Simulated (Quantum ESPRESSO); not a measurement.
# MnS (Rambergite): magnetocrystalline anisotropy

Wanted: the anisotropy energy of MnS (Rambergite) and its cost.

Calculated with Quantum ESPRESSO 7.5; PBE; plane waves with PseudoDojo 0.4.1 SR PBE standard potentials, then spin–orbit coupling on the fully relativistic files of the same set.

Most raw output is cut from this account.

The database entry behind the starting cell differs from later determinations by our own check (about 0.3 % short against later determinations), so it need not match the best structure at ambient conditions.

## Step 1: The structure

It takes space group P6_3mc (No. 186, hexagonal). The conventional cell has a = 3.976 Å, b = 3.976 Å, c = 6.432 Å, α = 90.00°, β = 90.00°, γ = 120.00°. Mn has 4 S at 2.41 to 2.48 Å nearest. S has 4 Mn at 2.41 to 2.48 Å nearest. Farther neighbours and most contacts between anions are not listed.

The cell comes from the Crystallography Open Database.

## Step 2: Collinear run on scalar-relativistic files

The input, pw.in:

```
&CONTROL
  calculation = 'scf'
  prefix = 'pwscf'
  outdir = './tmp'
  pseudo_dir = './pseudo'
  disk_io = 'low'
/
&SYSTEM
  ibrav = 0
  celldm(1) = 8
  nat = 4
  ntyp = 2
  ecutwfc = 82
  nbnd = 34
  occupations = 'smearing'
  smearing = 'fd'
  degauss = 0.00367493
  nspin = 2
  starting_magnetization(1) = 0.3
  starting_magnetization(2) = 0
/
&ELECTRONS
  conv_thr = 8d-11
  electron_maxstep = 150
  mixing_beta = 0.3
/
ATOMIC_SPECIES
Mn     54.9380 Mn.upf
S      32.0600 S.upf
CELL_PARAMETERS alat
   0.9391938839390    0.0000000000000    0.0000000000000
  -0.4695969419695    0.8133657625591    0.0000000000000
   0.0000000000000    0.0000000000000    1.5193398041991
ATOMIC_POSITIONS crystal
Mn      0.3333333333    0.6666666667    0.0000000000
Mn      0.6666666667    0.3333333333    0.5000000000
S       0.3333333333    0.6666666667    0.3850000000
S       0.6666666667    0.3333333333    0.8850000000
K_POINTS automatic
6 6 6 0 0 0
```

Command:

```console
OMP_NUM_THREADS=1 mpirun -n 4 pw.x -nk 4 -in pw.in > pw.out
```

It took 86 s on 4 MPI ranks of Arm Neoverse V1, shared host; peak memory 0.65 GiB; 5.7 min of CPU time.

Spin moment in the atom's sphere by atom:

| atom | spin moment in the atom's sphere (μB) |
| --- | --- |
| Mn1 | 4.20 |
| Mn2 | 4.20 |
| S3 | 0.13 |
| S4 | 0.13 |

This step gave:

```
smearing term TS       : 0.005035 eV
magnetization          : 9.958 μB
absolute magnetization : 9.958 μB
final state            : ferromagnetic
```

## Step 3: One pass along [001] on 8×8×8

Each pass runs in a folder of its own that holds a copy of a collinear save from that input. The collinear spin density is turned to the axis, and its potential is diagonalised once with spin–orbit coupling on fully relativistic PseudoDojo files; the sums over occupied states, with the smearing term, are then compared.

The input, pass.in:

```
&CONTROL
  calculation = 'nscf'
  prefix = 'pwscf'
  outdir = './tmp'
  pseudo_dir = './pseudo_fr'
  disk_io = 'nowf'
/
&SYSTEM
  ibrav = 0
  celldm(1) = 8
  nat = 4
  ntyp = 2
  ecutwfc = 82
  nbnd = 60
  occupations = 'smearing'
  smearing = 'fd'
  degauss = 0.00367493
  noncolin = .true.
  lspinorb = .true.
  lforcet = .true.
  starting_magnetization(1) = 0.3
  angle1(1) = 0
  angle2(1) = 0
  starting_magnetization(2) = 0
  angle1(2) = 0
  angle2(2) = 0
/
&ELECTRONS
  conv_thr = 8d-11
  electron_maxstep = 150
  mixing_beta = 0.3
  startingpot = 'file'
  startingwfc = 'random'
  diago_thr_init = 1d-09
  diago_full_acc = .true.
/
ATOMIC_SPECIES
Mn     54.9380 Mn.upf
S      32.0600 S.upf
CELL_PARAMETERS alat
   0.9391938839390    0.0000000000000    0.0000000000000
  -0.4695969419695    0.8133657625591    0.0000000000000
   0.0000000000000    0.0000000000000    1.5193398041991
ATOMIC_POSITIONS crystal
Mn      0.3333333333    0.6666666667    0.0000000000
Mn      0.6666666667    0.3333333333    0.5000000000
S       0.3333333333    0.6666666667    0.3850000000
S       0.6666666667    0.3333333333    0.8850000000
K_POINTS automatic
8 8 8 0 0 0
```

Command:

```console
OMP_NUM_THREADS=1 mpirun -n 4 pw.x -nk 4 -in pass.in > pass.out
```

Wall time 6.2 min (4 MPI ranks); peak memory 0.64 GiB.

## Step 4: One pass along [100] on 8×8×8

Changes to pass.in since step 3:

```diff
@@ -21,6 +21,6 @@
   starting_magnetization(1) = 0.3
-  angle1(1) = 0
+  angle1(1) = 90
   angle2(1) = 0
   starting_magnetization(2) = 0
-  angle1(2) = 0
+  angle1(2) = 90
   angle2(2) = 0
```

Wall time 20 min (4 MPI ranks); peak memory 0.64 GiB; 80 min of CPU time.

## Step 5: One pass along [210] on 8×8×8

Changes to pass.in since step 4:

```diff
@@ -22,6 +22,6 @@
   angle1(1) = 90
-  angle2(1) = 0
+  angle2(1) = 30
   starting_magnetization(2) = 0
   angle1(2) = 90
-  angle2(2) = 0
+  angle2(2) = 30
 /
```

Elapsed: 20 min, on 4 MPI ranks; peak memory 0.64 GiB.

## Step 6: The smearing term

The sum of energies times occupations is what pw.x prints as eband (for fewer than 100 k points). With Fermi–Dirac smearing the quantity to compare holds −TS as well, computed here from the energies and weights in the run's XML file (meV a cell, from the first axis, mesh 8×8×8):

| axis | plain sum | −TS | free energy |
| --- | --- | --- | --- |
| [001] | 0.0000 | 0.0000 | 0.0000 |
| [100] | 0.0253 | 0.0049 | 0.0302 |
| [210] | 0.0253 | 0.0049 | 0.0302 |

## Step 7: Side by side

A pass yields neither state nor moment: for the force theorem these columns are the collinear run's. Anisotropy, by row:

| way | mesh | axis | state | energy less the first axis' (meV a primitive cell) | largest spin moment (μB) | CPU time (s) |
| --- | --- | --- | --- | --- | --- | --- |
| force theorem | 8x8x8 | [001] | ferromagnetic | 0 | 4.198 | 1493 |
| force theorem | 8x8x8 | [100] | ferromagnetic | 0.03023 | 4.198 | 4816 |
| force theorem | 8x8x8 | [210] | ferromagnetic | 0.03023 | 4.198 | 4823 |

## Step 8: Outcome

```
state                                         : ferromagnetic
largest spin moment                           : 4.20 μB
easy axis of those tried, on this mesh        : not resolved
energy along [100] less [001] (force theorem) : 0.0302 meV a primitive cell, 0.055 MJ/m³
```

**Reading.** On 8×8×8, leaving out the smearing term would shift a difference by 0.0049 meV, against 0.030 meV for the largest. Differences this small usually change with the mesh, so the easy axis is taken as not resolved. One mesh cannot show that the size is converged, and with itinerant moments even the sign can change with the mesh. Shape anisotropy is not included. The moments were started parallel in the primitive cell; if the crystal orders otherwise, its anisotropy is another. No Hubbard term acts here. In such compounds local and semilocal functionals without one often delocalise the d electrons, and can shrink or lose moments and miss the size, sign and order of the couplings. The cutoff lies under the 96 Ry that these files are usually run at.

[Logs and program files are shortened in this print: banners, set-up blocks, solver, clock and traceback lines can be left out without a mark of their own.]

[Logs are printed without paths, hosts, clocks, repeated set-up lines and the standing remarks that a program may print on its own settings, such as how far it seeks lower states.]

[Hosts, paths, dates, database ids (printed as entryN), source tags and the programs' standing remarks are cut or masked in the printed files.]

[Where a cell is said to come from a database of computed structures, the database is the Materials Project.]
